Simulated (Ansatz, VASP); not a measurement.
## H: VASP beside Ansatz

Contents of INCAR:

```
  PREC = Accurate
  ENCUT = 520
  EDIFF = 1E-6
  ISMEAR = -1
  SIGMA = 0.05
  LREAL = False
  LASPH = True
  NELM = 100
  ALGO = Normal
  ISIF = 2
  LWAVE = False
  LCHARG = False
  GGA = PE
  NBANDS = 6
```

KPOINTS

```
regular mesh
0
Gamma
  10 10 26
```

The input POSCAR:

```
H
1.0
    2.6231423515      0.0000000000      0.0000000000
    0.0000000000      2.6496387389      0.0000000000
    0.0000000000      0.0000000000      0.9804929200
H
1
Direct
    0.0000000000      0.0000000000      0.5000000000
```

input.yaml

```yaml
crystal:
  lattice:
    - [2.6231423515, 0.0, 0.0]
    - [0.0, 2.6496387389, 0.0]
    - [0.0, 0.0, 0.98049292]
  atoms:
    - { symbol: H, position: [0.0, 0.0, 0.5] }
hamiltonian:
  xc: pbe
  pseudopotentials: { kind: paw }
kpoints:
  mp_grid: { grid: [10, 10, 26] }
scf:
  occupations: { method: fermi_dirac, width: 0.05 }
output:
  forces: true
  stress: true
  eigenvalues: true
```

Change from the starting cell: strain = -0.01.

Alike in both runs: task single point; functional PBE; k mesh 10 × 10 × 26; occupations fermi-dirac, width 0.05 eV; no spin polarisation.

|  | VASP | Ansatz |
| --- | --- | --- |
| version | VASP 6.6.1 | Ansatz 0.2.0 |
| potentials or method | VASP PAW PBE potentials, release 64 (H) | Ansatz PAW |
| plane-wave cutoff (eV) | 520 | 420 |
| valence electrons in the cell | 1 | 1 |

Ansatz gave:

| Item | Value |
| --- | --- |
| gap on the k mesh at the Fermi level (eV) | none |
| pressure (GPa) | 2.0 |
| largest component of the traceless stress (GPa) | 1.63 |

Q: Estimate VASP's values.

A: gap on the k mesh at the Fermi level (eV): none; pressure (GPa): 1.7; largest component of the traceless stress (GPa): 1.63.

A gap of «none» marks a metal or a gap that the smearing closes. With one functional, cell and mesh, what is left measures potentials, basis and numerics.
